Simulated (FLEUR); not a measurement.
# EuO under changes of volume

One of the cells (17.013 Å³/atom); the others are scaled copies at fixed shape and fractional positions:

```
Eu O
1.0
     0.00000    2.57195    2.57195
     2.57195    0.00000    2.57195
     2.57195    2.57195    0.00000
Eu O
1 1
Direct
  0.00000 0.00000 0.00000
  0.50000 0.50000 0.50000
```

| Property | Result |
| --- | --- |
| Program | FLEUR MaX-R8.1 (later development tree) |
| Functional | PBEsol |
| Potentials or basis | all-electron |
| Basis | FLAPW |
| Kmax | 4.19 1/bohr |
| k mesh | 9 × 9 × 9 |
| Occupations | fermi-dirac, width 0.05 eV |
| Spin | collinear spin, ferromagnetic start |
| Starting moments | [7.0, 0.0] μB |

| volume (Å³/atom) | energy over the lowest point (meV/atom) | moment (μB per cell) |
| --- | --- | --- |
| 15.992 | 0.00 | 6.93 |
| 16.333 | ? | ? |
| 16.673 | 25.12 | 6.96 |
| 17.013 | 42.53 | 6.97 |
| 17.354 | 63.12 | 6.98 |
| 17.694 | 85.99 | 6.98 |
| 18.034 | 111.48 | 6.99 |

Question: What does the run at 16.333 Å³/atom give?

Answer: Energy over the lowest point 10.49 meV/atom; moment 6.95 μB per cell.

Worked out: A Birch-Murnaghan fit of order 3 (a polynomial in V^(-2/3)) to the other rows has no minimum within the range. It gives 10.81 meV/atom at 16.333 Å³/atom, against the run's 10.49. A straight line through the other rows of the moment, of slope 0.0281 μB per Å³/atom, gives 6.95 μB, against the run's 6.95.

Energies are extrapolated to zero smearing.

Caveats: a cell with one magnetic atom can't hold antiferromagnetic order, which such compounds often take; without U or exact exchange the open f shell lies at the Fermi level, which spoils levels, moments and volumes.
